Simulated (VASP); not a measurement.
Crystal: TaC.

```
Ta C
1.0
     0.00000    2.22300    2.22300
     2.22300    0.00000    2.22300
     2.22300    2.22300    0.00000
Ta C
1 1
Direct
  0.00000 0.00000 0.00000
  0.50000 0.50000 0.50000
```

| Item | Value |
| --- | --- |
| Program | VASP 6.6.1 |
| Task | relaxation of cell and atoms |
| Functional | PBE |
| Potentials or basis | VASP PAW PBE potentials, release 64 (Ta_pv, C_h) |
| Cutoff | 900 eV |
| k mesh | 16 × 16 × 16 |
| Occupations | gaussian, width 0.1 eV |
| Spin | no spin polarisation |

At the start: pressure 7.3 GPa; volume 10.99 Å³/atom.

Task: How do energy, volume and symmetry change on relaxing?

Result: Over 4 steps the energy falls by 5.3 meV/atom and the volume is 11.22 Å³/atom (+2.1 %); space group Fm-3m (No. 225, to 0.05 Å).

Step by step:
```csv
step,energy change (eV),largest force (eV/Å),pressure (GPa),volume (Å³)
1,0.0000,0.0000,7.27,21.97
2,0.0446,0.0000,-14.71,23.59
3,-0.0105,0.0000,-0.13,22.45
4,-0.0105,0.0000,0.00,22.44
```

Final structure:
```yaml
crystal:
  lattice:
    - [0.00000, 2.23881, 2.23881]
    - [2.23881, 0.00000, 2.23881]
    - [2.23881, 2.23881, 0.00000]
  atoms:
    - { symbol: Ta, position: [0.00000, 0.00000, 0.00000] }
    - { symbol: C, position: [0.50000, 0.50000, 0.50000] }
```

Caveat: the cutoff is under 1.25 times the usual one of these potentials, so pressure, stress and relaxed cells hold a basis-set (Pulay) error.
